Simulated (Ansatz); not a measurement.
Runs of Ansatz 0.2.0 on PbO2. Symmetry: Fm-3m, No. 225, cubic system. The conventional cell has a = 5.404 Å, b = 5.404 Å, c = 5.404 Å, α = 90.00°, β = 90.00°, γ = 90.00°. Around Pb (site symmetry m-3m) lie 8 O at 2.34 Å. O (site symmetry -43m) is surrounded by 4 Pb at 2.34 Å. The cell comes from a database or a generator and needn't be the stable form of this composition.

```tsv
task	level	cell	k mesh	atoms under strain	gap on the mesh (eV)	pressure (GPa)	relaxed volume (Å³/atom)
elastic constants	LDA	as given	7 × 7 × 7	relaxed	none	-10.1	-
relaxation of cell and atoms	PBEsol+D4	relaxed	9 × 9 × 9	-	none	0.0	12.47
phonons	LDA	as given	7 × 7 × 7	-	none	-	-
relaxation of cell and atoms	PBEsol+D3(BJ)	relaxed	9 × 9 × 9	-	none	0.0	12.40
relaxation of cell and atoms	RPBE+D3(BJ)	relaxed	9 × 9 × 9	-	none	0.0	(a)
```

Alike in all rows: potentials or basis Ansatz PAW; no spin polarisation; cutoff (eV) 420; smearing fermi-dirac 0.05 eV.

Problem. Estimate the missing entries.

Solution. (a) 11.95.

Caveats: the PAW data sets come from PBE, with cores solved anew for the run's functional, which leaves a small shift of forces and pressure; the plane-wave basis is chosen anew once the cell has moved, so the energies of steps on either side of that aren't comparable (some runs); pairwise dispersion overbinds metals, which lowers pressure and volume (some runs); the cell is more than 3 GPa from zero pressure, which shifts response properties (some runs); the elastic tensor has a negative eigenvalue, so either the cell is unstable as it stands or the mesh is too thin (some runs).

A k mesh can miss the band edges, and the runs leave out spin-orbit coupling on Pb.

A gap of «none» marks a metal or a gap under the smearing width.

Runs at the PBE level aren't shown here.
